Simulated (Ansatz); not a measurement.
**GdN in the CsCl-type structure**

The computed numbers are results of r²SCAN, scalar-relativistic (collinear spin) in the plane-wave PAW code Ansatz at 500 eV, Γ-centred 12×12×12 mesh, 0.05 eV Gaussian smearing; PAW files: Ansatz's generated set soft_2.

```
CELL_PARAMETERS angstrom
3.01889 0.00000 0.00000
0.00000 3.01889 0.00000
0.00000 0.00000 3.01889
ATOMIC_POSITIONS crystal
Gd 0.00000 0.00000 0.00000
N 0.50000 0.50000 0.50000
```

This is a trial structure; measured cells of the compound in the Crystallography Open Database are in space group Fm-3m (rock salt).

The geometry is fixed. Moments are started on Gd in several ways. q is the propagation vector of an order in a doubled cell, in units of this cell's reciprocal vectors; doubled cells take an equivalent mesh or are counted from a ferromagnetic run in the same cell, unless said otherwise. Energies count from the first row, the state in which the cell was relaxed.

The starts:
- ferromagnetic
- no spin polarisation
- antiparallel, q = (0, 0, 1/2)
- antiparallel, q = (0, 1/2, 1/2)
- antiparallel, q = (1/2, 1/2, 1/2)

(1) Which start ends lowest?

Answer:

(1) Lowest: ferromagnetic.

```json
{"start": "ferromagnetic", "largest typed moment (μB)": "7.65", "ΔE (meV/atom)": "0.0", "gap on the mesh (eV)": "metal", "P (GPa)": "0.1", "final spin moments (μB)": "Gd 6.95; N -0.11"}
{"start": "no spin polarisation", "largest typed moment (μB)": "0.00", "ΔE (meV/atom)": "4097.5", "gap on the mesh (eV)": "metal", "P (GPa)": "-1.3", "final spin moments (μB)": "none"}
{"start": "antiparallel, q = (0, 0, 1/2)", "largest typed moment (μB)": "7.00", "ΔE (meV/atom)": "8.2", "gap on the mesh (eV)": "metal", "P (GPa)": "0.2", "final spin moments (μB)": "Gd 6.94, -6.94"}
{"start": "antiparallel, q = (0, 1/2, 1/2)", "largest typed moment (μB)": "7.00", "ΔE (meV/atom)": "15.5", "gap on the mesh (eV)": "metal", "P (GPa)": "0.3", "final spin moments (μB)": "Gd 6.91, -6.91"}
{"start": "antiparallel, q = (1/2, 1/2, 1/2)", "largest typed moment (μB)": "7.00", "ΔE (meV/atom)": "18.0", "gap on the mesh (eV)": "metal", "P (GPa)": "0.4", "final spin moments (μB)": "Gd 6.90, -6.90"}
```

The program noted a lower state or an instability beside: antiparallel, q = (0, 0, 1/2); antiparallel, q = (0, 1/2, 1/2); antiparallel, q = (1/2, 1/2, 1/2). The lower rows of the table may be what it saw.

The row without spin polarisation prices the pairing of the open shell's electrons, not a magnetic ordering energy.

Only orders that fit these small cells were tried, so the real crystal's order may be another.

Hund's first rule gives Gd³⁺ with 7 f electrons 7 unpaired spins, a spin moment of 7 μB; the run has 6.95 μB on Gd (atomic spheres) and 7.12 f electrons on orthogonalised orbitals. The moment is close to the ion's, so in this run the shell is localised and nearly fully polarised.

Without a U the 4f levels of Gd lie too near the Fermi level, so their share of the states there, and what hangs on it, is overstated. No spin–orbit coupling, a notable omission for heavy elements. The run wasn't fully tested for a lower electronic state. Site moments are of spin, integrated over atomic spheres.
